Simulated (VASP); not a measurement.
# InAs (F-43m) in VASP: notebook

One crystal, InAs, is run at these levels: LDA; tasks: relaxation of cell and atoms.

All numbers are computed with VASP 6.6.1; they aren't measurements. Logs are shortened: lines on timing, memory, paths and dates and some standing lists are left out, and cuts for length are marked.

## Step 1: The structure

The structure is cubic, space group F-43m (No. 216). The conventional cell has a = 6.036 Å, b = 6.036 Å, c = 6.036 Å, α = 90.00°, β = 90.00°, γ = 90.00°. Around In (site symmetry -43m) lie 4 As at 2.61 Å. Around As (site symmetry -43m) lie 4 In at 2.61 Å.

## Step 2: Relaxation of cell and atoms, LDA

File INCAR:

```
PREC = Accurate ; ENCUT = 350
EDIFF = 1E-7 ; ISMEAR = 0
SIGMA = 0.02 ; LREAL = False
LASPH = True ; NELM = 100
ALGO = Normal ; ISIF = 3
LWAVE = False ; LCHARG = False
GGA = CA ; IBRION = 2
NSW = 80 ; EDIFFG = -0.002
```

File KPOINTS:

```
Automatic mesh
0
Gamma
  6 6 6
```

File POSCAR:

```
InAs
1.0
    0.0000000000      3.0180000000      3.0180000000
    3.0180000000      0.0000000000      3.0180000000
    3.0180000000      3.0180000000      0.0000000000
In As
1 1
Direct
    0.0000000000      0.0000000000      0.0000000000
    0.2500000000      0.2500000000      0.2500000000
```

Potentials or basis: VASP PAW LDA potentials, release 64 (In_d, As).

Run with:

```bash
$ cat potpaw_LDA.64/In_d/POTCAR potpaw_LDA.64/As/POTCAR > POTCAR
$ mpirun -np 1 vasp_std > vasp.out
```

OUTCAR:

```text
PREC = Accurate
   ENCUT = 350
   EDIFF = 1E-7
   ISMEAR = 0
   LREAL = False
   LASPH = True
   NELM = 100
   ISIF = 3
   GGA = CA
   IBRION = 2
   NSW = 80
   EDIFFG = -0.002

 ion  position               nearest neighbor table
   1  0.000  0.000  0.000-   2 2.61   2 2.61   2 2.61   2 2.61
   2  0.250  0.250  0.250-   1 2.61   1 2.61   1 2.61   1 2.61

  LATTYP: Found a face centered cubic cell.
 ALAT       =     6.0360000000

  Lattice vectors:

 A1 = (   0.0000000000,   3.0180000000,   3.0180000000)
 A2 = (   3.0180000000,   0.0000000000,   3.0180000000)
 A3 = (   3.0180000000,   3.0180000000,   0.0000000000)

Analysis of symmetry for initial positions (statically):
=====================================================================
 Subroutine PRICEL returns:
 Original cell was already a primitive cell.

 Routine SETGRP: Setting up the symmetry group for a
 face centered cubic supercell.

 Subroutine GETGRP returns: Found 24 space group operations
 (whereof 24 operations were pure point group operations)
 out of a pool of 48 trial point group operations.

The static configuration has the point symmetry T_d .

Analysis of symmetry for dynamics (positions and initial velocities):
=====================================================================
 Subroutine PRICEL returns:
 Original cell was already a primitive cell.

 Routine SETGRP: Setting up the symmetry group for a
 face centered cubic supercell.

 Subroutine GETGRP returns: Found 24 space group operations
 (whereof 24 operations were pure point group operations)
 out of a pool of 48 trial point group operations.

The dynamic configuration has the point symmetry T_d .

 Subroutine INISYM returns: Found 24 space group operations
 (whereof 24 operations are pure point group operations),
 and found     1 'primitive' translations

----------------------------------------------------------------------------------------

                                     Primitive cell

  volume of cell :      54.9778

  direct lattice vectors                    reciprocal lattice vectors
     0.000000000  3.018000000  3.018000000    -0.165672631  0.165672631  0.165672631
     3.018000000  0.000000000  3.018000000     0.165672631 -0.165672631  0.165672631
     3.018000000  3.018000000  0.000000000     0.165672631  0.165672631 -0.165672631

  length of vectors
     4.268096531  4.268096531  4.268096531     0.286953414  0.286953414  0.286953414

  position of ions in fractional coordinates (direct lattice)
     0.000000000  0.000000000  0.000000000
     0.250000000  0.250000000  0.250000000

  ion indices of the primitive-cell ions
   primitive index   ion index
                 1           1
                 2           2

----------------------------------------------------------------------------------------

 KPOINTS: Automatic mesh

Automatic generation of k-mesh.
 Grid dimensions read from file:
 generate k-points for:    6    6    6

 Generating k-lattice:

  Cartesian coordinates                     Fractional coordinates (reciprocal lattice)
    -0.027612105  0.027612105  0.027612105     0.166666667  0.000000000  0.000000000
     0.027612105 -0.027612105  0.027612105     0.000000000  0.166666667  0.000000000
     0.027612105  0.027612105 -0.027612105     0.000000000  0.000000000  0.166666667

  Length of vectors
     0.047825569  0.047825569  0.047825569

  Shift w.r.t. Gamma in fractional coordinates (k-lattice)
     0.000000000  0.000000000  0.000000000

 Subroutine IBZKPT returns following result:
 ===========================================

 Found     16 irreducible k-points:

 Following reciprocal coordinates:
            Coordinates               Weight
  0.000000  0.000000  0.000000      1.000000
  0.166667  0.000000  0.000000      8.000000
  0.333333  0.000000  0.000000      8.000000
  0.500000  0.000000  0.000000      4.000000
  0.166667  0.166667  0.000000      6.000000
  0.333333  0.166667  0.000000     24.000000
[... 8 lines left out ...]
 -0.333333  0.333333  0.166667     24.000000
 -0.333333  0.500000  0.166667     12.000000
   k-points           NKPTS =     16   k-points in BZ     NKDIM =     16   number of bands    NBANDS=     13
   number of dos      NEDOS =    301   number of ions     NIONS =      2
   total plane-waves  NPLWV =  21952
   dimension x,y,z NGX =    28 NGY =   28 NGZ =   28
   dimension x,y,z NGXF=    56 NGYF=   56 NGZF=   56
   ions per type =               1   1
   NGX,Y,Z   is equivalent  to a cutoff of  10.91, 10.91, 10.91 a.u.
   NGXF,Y,Z  is equivalent  to a cutoff of  21.81, 21.81, 21.81 a.u.
 SYSTEM =  unknown system
   PREC   = accura    normal or accurate (medium, high low for compatibility)
   ISTART =      0    job   : 0-new  1-cont  2-samecut
   ICHARG =      2    charge: 1-file 2-atom 10-const
   ISPIN  =      1    spin polarized calculation?
   LNONCOLLINEAR =      F non collinear calculations
   LSORBIT =      F    spin-orbit coupling
   LASPH  =      T    aspherical Exc in radial PAW
   ENCUT  =  350.0 eV  25.72 Ry    5.07 a.u.   6.51  6.51  6.51*2*pi/ulx,y,z
   NELM   =    100;   NELMIN=  2; NELMDL= -5     # of ELM steps
   EDIFF  = 0.1E-06   stopping-criterion for ELM
   LREAL  =      F    real-space projection
   EDIFFG = -.2E-02   stopping-criterion for IOM
   NSW    =     80    number of steps for IOM
   IBRION =      2    ionic relax: 0-MD 1-quasi-New 2-CG
   NFREE  =      1    steps in history (QN), initial steepest desc. (CG)
   ISIF   =      3    stress and relaxation
   ISYM   =      2    0-nonsym 1-usesym 2-fastsym
   POTIM  = 0.5000    time-step for ionic-motion
   TEBEG  =    0.0;   TEEND  =   0.0 temperature during run
   PSTRESS=    0.0 pullay stress
   NELECT =      18.0000    total number of electrons
   NUPDOWN=      -1.0000    fix difference up-down
   EMIN   =  10.00;   EMAX   =-10.00  energy-range for DOS
   EFERMI =   0.00;   METHOD = LEGACY
   ISMEAR =     0;   SIGMA  =   0.02  broadening in eV -4-tet -1-fermi 0-gaus
   EFERMI_NEDOS =   21; number of points for ismear=-14 and -15
   IALGO  =     38    algorithm
   IMIX   =      4    mixing-type and parameters
     AMIX     =   0.40;   BMIX     =  1.00
     AMIX_MAG =   1.60;   BMIX_MAG =  1.00
  volume/ion in A,a.u.               =      27.49       185.50
  Fermi-wavevector in a.u.,A,eV,Ry     =   1.128331  2.132236 17.321990  1.273130
  Thomas-Fermi vector in A             =   2.265020
   LORBIT       =      0    0 simple, 1 ext, 2 COOP (PROOUT), +10 PAW based schemes
   GGA     = CA    functional components
   LHFCALC =     F    Hartree Fock is set to
   AEXX    =    0.0000 exact exchange contribution
   IVDW    =     0    specifies the selected vdW correction
   LEPSILON=     F    determine dielectric tensor
   LRPA    =     F    only Hartree local field effects (RPA)
 conjugate gradient relaxation of ions
 non-spin polarized calculation
 Gauss-broadening in eV      SIGMA  =   0.02
  energy-cutoff  :      350.00
  volume of cell :       54.98
 maximum number of plane-waves:       869
 NGX is ok and might be reduce to    28
   NGX = 13   NGY = 13   NGZ = 13

--------------------------------------- Ionic step        1  -------------------------------------------

 number of electron      18.0000016 magnetization

 Free energy of the ion-electron system (eV)
  ---------------------------------------------------
  ext. energy  EPLUGINS =         0.00000000
  ---------------------------------------------------
  free energy    TOTEN  =        -9.00775723 eV

  energy without entropy =       -9.00761439  energy(sigma->0) =       -9.00768581

------------------------ aborting loop because EDIFF is reached ----------------------------------------

  FORCE on cell =-STRESS in cart. coord.  units (eV):
  Direction    XX          YY          ZZ          XY          YZ          ZX
  --------------------------------------------------------------------------------------
  -------------------------------------------------------------------------------------
  Total       -0.0985955     -0.0985955     -0.0985955      0.0000000      0.0000000      0.0000000
  in kB       -2.8732935     -2.8732935     -2.8732935      0.0000000      0.0000000      0.0000000
  external PRESSURE =      -2.8732935 kB  Pullay stress =       0.0000000 kB

 VOLUME and BASIS-vectors are now :
 -----------------------------------------------------------------------------
  energy-cutoff  :      350.00
  volume of cell :       54.98
      direct lattice vectors                 reciprocal lattice vectors
     0.000000000  3.018000000  3.018000000    -0.165672631  0.165672631  0.165672631
     3.018000000  0.000000000  3.018000000     0.165672631 -0.165672631  0.165672631
     3.018000000  3.018000000  0.000000000     0.165672631  0.165672631 -0.165672631
[... 37 lines left out ...]
 POSITION                                       TOTAL-FORCE (eV/Angst)
 -----------------------------------------------------------------------------------
      6.02164      3.01082      3.01082        -0.000000     -0.000000     -0.000000
      1.50541      1.50541      1.50541         0.000000      0.000000      0.000000
 -----------------------------------------------------------------------------------
    total drift:                               -0.000000     -0.000000     -0.000000

  FREE ENERGIE OF THE ION-ELECTRON SYSTEM (eV)
  ---------------------------------------------------
  free  energy   TOTEN  =        -9.0079187188 eV

  energy  without entropy=       -9.0077758833  energy(sigma->0) =       -9.00784730

--------------------------------------- Ionic step        3  -------------------------------------------

 number of electron      18.0000015 magnetization

 Free energy of the ion-electron system (eV)
  ---------------------------------------------------
  ext. energy  EPLUGINS =         0.00000000
  ---------------------------------------------------
  free energy    TOTEN  =        -9.00798516 eV

  energy without entropy =       -9.00784233  energy(sigma->0) =       -9.00791374

 E-fermi :   4.4560     XC(G=0):  -9.4537

 val. band max:        4.4498723049   @ k =   0.0000   0.0000   0.0000
 cond. band min:       5.2735088053   @ k =   0.5000   0.0000   0.0000
 fundamental gap:      0.8236365003
 Fermi energy:         4.4559634306

 k-point     1 :       0.0000    0.0000    0.0000
  band No.  band energies     occupation
      1      -9.9319      2.00000
      2      -9.9319      2.00000
      3      -9.9319      2.00000
      4      -9.7993      2.00000
      5      -9.7993      2.00000
      6      -7.5312      2.00000
      7       4.1023      2.00000
      8       4.4499      1.33334
      9       4.4499      1.33334
     10       4.4499      1.33332
     11       8.2701      0.00000
     12       8.2701      0.00000
     13       8.2701      0.00000

 k-point     2 :       0.1667    0.0000    0.0000
  band No.  band energies     occupation
      1      -9.9686      2.00000
      2      -9.9213      2.00000
      3      -9.9213      2.00000
      4      -9.7988      2.00000
      5      -9.7988      2.00000
      6      -7.2411      2.00000
      7       1.8615      2.00000
      8       4.1251      2.00000
      9       4.1251      2.00000
     10       5.5907      0.00000
     11       8.6708      0.00000
[... 246 lines left out ...]
 POSITION                                       TOTAL-FORCE (eV/Angst)
 -----------------------------------------------------------------------------------
      0.00000      0.00000      0.00000         0.000000      0.000000      0.000000
      1.50667      1.50667      1.50667        -0.000000     -0.000000     -0.000000
 -----------------------------------------------------------------------------------
    total drift:                               -0.000000     -0.000000     -0.000000

  FREE ENERGIE OF THE ION-ELECTRON SYSTEM (eV)
  ---------------------------------------------------
  free  energy   TOTEN  =        -9.0079851623 eV

  energy  without entropy=       -9.0078423269  energy(sigma->0) =       -9.00791374

 reached required accuracy - stopping structural energy minimisation
```

It took 21 s on 1 thread of AMD EPYC 7R13 (Zen 3), shared host; peak memory 0.11 GiB.

Results:

- Free energy: -9.0080 eV
- Relaxed volume: 27.36 Å³/atom
- Relaxed cell: a = 4.262 Å, b = 4.262 Å, c = 4.262 Å, α = 60.00°, β = 60.00°, γ = 60.00°
- Space group after relaxing (to 0.05 Å): F-43m (No. 216)
- Energy gained by relaxing: 0.1 meV/atom
- Ionic steps: 3
- Pressure after relaxing: 0.0 GPa
- Band gap on the k mesh: none (metal or under the smearing width)

Step by step:
| step | energy change (eV) | largest force (eV/Å) | pressure (GPa) | volume (Å³) |
| --- | --- | --- | --- | --- |
| 1 | 0.0000 | 0.0000 | -0.29 | 54.98 |
| 2 | -0.0002 | 0.0000 | 0.15 | 54.59 |
| 3 | -0.0002 | 0.0000 | 0.00 | 54.72 |

Final structure:
```yaml
crystal:
  lattice:
    - [0.00000, 3.01335, 3.01335]
    - [3.01335, 0.00000, 3.01335]
    - [3.01335, 3.01335, 0.00000]
  atoms:
    - { symbol: In, position: [0.00000, 0.00000, 0.00000] }
    - { symbol: As, position: [0.25000, 0.25000, 0.25000] }
```

Caveat: this crystal is a semiconductor, whose small gap the functional closes, so the metal is an error of the method.

## Step 3: Relaxation of cell and atoms, LDA

This run uses another cell than the first one, of 27.36 Å³/atom, 0.995 times its volume.

INCAR is that of step 2.

KPOINTS is that of step 2.

File POSCAR:

```
InAs                                    
1.0
    0.0000000000      3.0133470147      3.0133470147
    3.0133470147      0.0000000000      3.0133470147
    3.0133470147      3.0133470147      0.0000000000
  In              As            
     1     1
Direct
     0.0000000000000000    0.0000000000000000    0.0000000000000000
     0.2500000000000000    0.2500000000000000    0.2500000000000000
```

Potentials or basis: VASP PAW LDA potentials, release 64 (In_d, As).

Run with:

```bash
$ cat potpaw_LDA.64/In_d/POTCAR potpaw_LDA.64/As/POTCAR > POTCAR
$ mpirun -np 1 vasp_std > vasp.out
```

Wall time 11 s (1 thread of AMD EPYC 7R13 (Zen 3), shared host); peak memory 0.11 GiB.

Results (log left out):

| Property | Result |
| --- | --- |
| Free energy | -9.0073 eV |
| Relaxed volume | 27.36 Å³/atom |
| Relaxed cell | a = 4.261 Å, b = 4.261 Å, c = 4.261 Å, α = 60.00°, β = 60.00°, γ = 60.00° |
| Space group after relaxing (to 0.05 Å) | F-43m (No. 216) |
| Energy gained by relaxing | 0.0 meV/atom |
| Ionic steps | 3 |
| Pressure after relaxing | 0.0 GPa |
| Band gap on the k mesh | none (metal or under the smearing width) |

Final structure:
```xyz
2
Lattice="0.0000 3.0131 3.0131 3.0131 0.0000 3.0131 3.0131 3.0131 0.0000" Properties=species:S:1:pos:R:3 pbc="T T T"
In    0.0000    0.0000    0.0000
As    1.5066    1.5066    1.5066
```

Levels at points of the mesh, in eV from the Fermi level:
```
           k point  band 7  band 8  band 9  band 10  band 11  band 12
(0.00, 0.00, 0.00)   -0.35   -0.01   -0.01    -0.01     3.81     3.81
(0.50, 0.00, 0.00)   -5.90   -1.02   -1.02     0.82     4.60     4.60
(0.50, 0.50, 0.00)   -5.97   -2.39   -2.39     1.39     1.95     9.06
```

Caveat: this crystal is a semiconductor, whose small gap the functional closes, so the metal is an error of the method.
